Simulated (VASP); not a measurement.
WC (Qusongite):

```
CELL_PARAMETERS angstrom
2.90650 0.00000 0.00000
-1.45325 2.51710 0.00000
0.00000 0.00000 2.83660
ATOMIC_POSITIONS crystal
W 0.00000 0.00000 0.00000
C 0.66667 0.33333 0.50000
```

```yaml
Program: VASP 6.6.1
Task: relaxation of cell and atoms
Functional: optPBE-vdW
Potentials_or_basis: VASP PAW PBE potentials, release 64 (W_sv, C)
Cutoff: 600 eV
k_mesh: 10 × 10 × 9
Occupations: fermi-dirac, width 0.05 eV
Spin: no spin polarisation
```

At the start: pressure 10.6 GPa; volume 10.38 Å³/atom.

Task: How do energy, volume and symmetry change on relaxing?

Result: Over 10 steps the energy falls by 9.0 meV/atom and the volume is 10.66 Å³/atom (+2.7 %); space group P-6m2 (No. 187, to 0.05 Å).

Step by step:
```tsv
step	energy change (eV)	largest force (eV/Å)	pressure (GPa)	volume (Å³)
1	0.0000	0.0000	10.57	20.75
2	0.1027	0.0000	-23.01	22.88
3	-0.0178	0.0000	-0.26	21.32
4	-0.0179	0.0000	0.00	21.31
5	-0.0179	0.0000	0.20	21.30
6	-0.0179	0.0000	0.18	21.31
7	-0.0180	0.0000	0.18	21.30
8	-0.0180	0.0000	0.19	21.30
9	-0.0180	0.0000	-0.35	21.33
10	-0.0180	0.0000	0.01	21.31
```

Final structure:
```
CELL_PARAMETERS angstrom
2.93394 0.00000 0.00000
-1.46697 2.54087 0.00000
0.00000 0.00000 2.85881
ATOMIC_POSITIONS crystal
W 0.00000 0.00000 0.00000
C 0.66667 0.33333 0.50000
```

Caveat: the PAW data sets were made with another functional, which shifts forces and pressure a little.
